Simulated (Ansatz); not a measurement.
# SiO₂: largest V_zz and pressure against volume scale

Results calculated with Ansatz 0.2.0, not measured. Periodic Kohn-Sham DFT of a crystal at fixed atoms, scaled to volume_scale times the given cell; pressure positive in compression, energy less spherical unpolarised free atoms, largest_vzz the field gradient of largest size among the nuclei.

The cell before it is scaled or strained (space group P4_2/mnm, No. 136):
```
CELL_PARAMETERS angstrom
4.18010 0.00000 0.00000
0.00000 4.18010 0.00000
0.00000 0.00000 2.66780
ATOMIC_POSITIONS crystal
Si 0.00000 0.00000 0.00000
Si 0.50000 0.50000 0.50000
O 0.30670 0.30670 0.00000
O 0.19330 0.80670 0.50000
O 0.69330 0.69330 0.00000
O 0.80670 0.19330 0.50000
```

Settings of every row: method frozen-core PAW; functional PBE; relativity scalar; k mesh 6x6x9; filling fermi-dirac; smearing width 0.03 eV; wave cutoff 420 eV; paw set soft_2.

Atom start moment: 0 on all atoms.

```csv
row,volume scale,V (Å³/atom),largest V_zz (1e21 V/m^2),pressure (GPa)
1,0.94,7.303,-10.382,34.925
2,0.96,7.458,-10.609,26.083
3,0.98,7.614,-10.828,18.084
4,0.99,7.691,?,?
5,1.01,7.847,-11.153,7.497
6,1.02,7.925,-11.259,4.308
7,1.04,8.08,-11.468,-1.603
8,1.06,8.235,-11.674,-6.95
```

Question: what largest V_zz and pressure should row 4 give?

Worked fit of largest V_zz. Take t = volume scale − 1. The shown rows have t = -0.06, -0.04, -0.02, 0.01, 0.02, 0.04, 0.06. Least squares give largest V_zz = −11.0458 − 10.759 × t + 4.9 × t² 1e21 V/m^2; a straight line predicts inner rows, each left out in turn, worse (root mean square 0.0059 against 0.001 1e21 V/m^2). The rows lie off it by 0.001, -0.001, 0.001, 0.000, 0.000, 0.000, 0.000. The withheld row has t = -0.01, so the fit gives −11.0458 − 10.759 × (-0.01) + 4.9 × (-0.01)² = -10.938 1e21 V/m^2.

The calculation gave -10.936 1e21 V/m^2. The fit lies 0.002 1e21 V/m^2 (0.15 % of the column's range) below it; its largest miss of a shown row is 0.001 1e21 V/m^2.

Worked fit of pressure. Take u = (V_r/V)^(2/3) − 1 with V_r = 7.847 Å³ an atom, which is twice the finite (Eulerian) strain; such expansions in the strain, on which the Birch-Murnaghan equation of state is built, carry the rest volume and the bulk modulus. The shown rows have u = 0.04906, 0.03448, 0.0203, 0, -0.00657, -0.01932, -0.03166. Least squares give pressure = 7.4937 + 496.09 × u + 1275.99 × u² GPa; a straight line predicts inner rows, each left out in turn, worse (root mean square 0.71 against 0.025 GPa). The rows lie off it by 0.022, -0.033, -0.006, 0.003, 0.019, 0.011, -0.016 (root mean square 0.018 GPa). The pressure vanishes at u = -0.0157, or V = 8.036 Å³ an atom, and there the bulk modulus at fixed shape and fractions is B = −V dP/dV = (2/3)(1 + u) dP/du = 299 GPa. Letting shape and atoms relax would as a rule lower it, by much in layered, chain or molecular crystals. The withheld row has u = 0.01348, so the fit gives 7.4937 + 496.09 × (0.01348) + 1275.99 × (0.01348)² = 14.413 GPa.

The calculation gave 14.378 GPa. The fit lies 0.035 GPa (0.084 % of the column's range) above it; its largest miss of a shown row is 0.033 GPa.
